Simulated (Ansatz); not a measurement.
KBr: distorted cells

Level of theory: Ansatz, DFT PBE, scalar-relativistic, plane waves, PAW.

Plane waves to 420 eV, a k mesh through Γ of 6×6×6 on the computed 2-atom cell and Gaussian smearing (0.02 eV); no spin polarisation.

Reference cell:

```
K Br
1.0
     0.00000    3.29250    3.29250
     3.29250    0.00000    3.29250
     3.29250    3.29250    0.00000
K Br
1 1
Direct
  0.00000 0.00000 0.00000
  0.50000 0.50000 0.50000
```

Each variant moves atoms of this cell by the vectors given, if any (Å), and then applies a symmetric strain (tensor components, Cartesian axes). The reference cell isn't relaxed at this level. Energies are per atom at zero smearing, counted from the lowest variant. Pressure is positive in compression.

1. strain (xx yy zz yz xz xy, %) -1.61 -4.61 -4.61 0.00 0.00 0.00
2. strain (xx yy zz yz xz xy, %) 1.97 1.97 1.97 0.00 0.00 0.00
3. strain (xx yy zz yz xz xy, %) -5.62 -1.16 -1.40 -6.00 2.94 -2.89; moves: K1 (-0.006, 0.048, -0.036); Br2 (0.006, -0.048, 0.036)
4. strain (xx yy zz yz xz xy, %) 2.68 -3.32 2.68 -0.77 3.05 -0.77; moves: K1 (0.031, 0.090, 0.031); Br2 (-0.031, -0.090, -0.031)
5. strain (xx yy zz yz xz xy, %) 2.76 2.76 2.76 0.00 0.00 0.00
6. strain (xx yy zz yz xz xy, %) -0.05 -0.05 -0.05 4.00 -4.00 -4.00
7. no strain; moves: Br2 (0.150, 0.000, 0.000)
8. strain (xx yy zz yz xz xy, %) 1.09 -4.09 -2.73 1.22 0.39 -0.64; moves: K1 (0.092, -0.039, -0.006); Br2 (-0.092, 0.039, 0.006)
9. strain (xx yy zz yz xz xy, %) -0.55 -0.55 -0.35 -0.41 0.41 1.00; moves: K1 (0.042, 0.042, 0.000); Br2 (-0.042, -0.042, 0.000)
10. strain (xx yy zz yz xz xy, %) 1.30 1.30 1.30 0.00 0.00 0.00

```csv
result,ΔE (meV/atom),P (GPa),largest force (eV/Å),gap on mesh (eV)
A,54.0,3.37,0.00,4.76
B,1.1,-0.34,0.00,4.24
C,0.0,-0.05,0.00,4.30
D,0.4,0.22,0.00,4.35
E,12.3,0.96,0.20,4.46
F,18.1,0.84,0.00,4.29
G,41.7,2.33,0.26,4.57
H,61.4,2.82,0.20,4.48
I,31.3,0.96,0.40,4.35
J,13.4,1.19,0.17,4.47
```

(1) Which variant gave which result?

Results:

(1) A is 1, B is 5, C is 2, D is 10, E is 7, F is 6, G is 8, H is 3, I is 4, J is 9.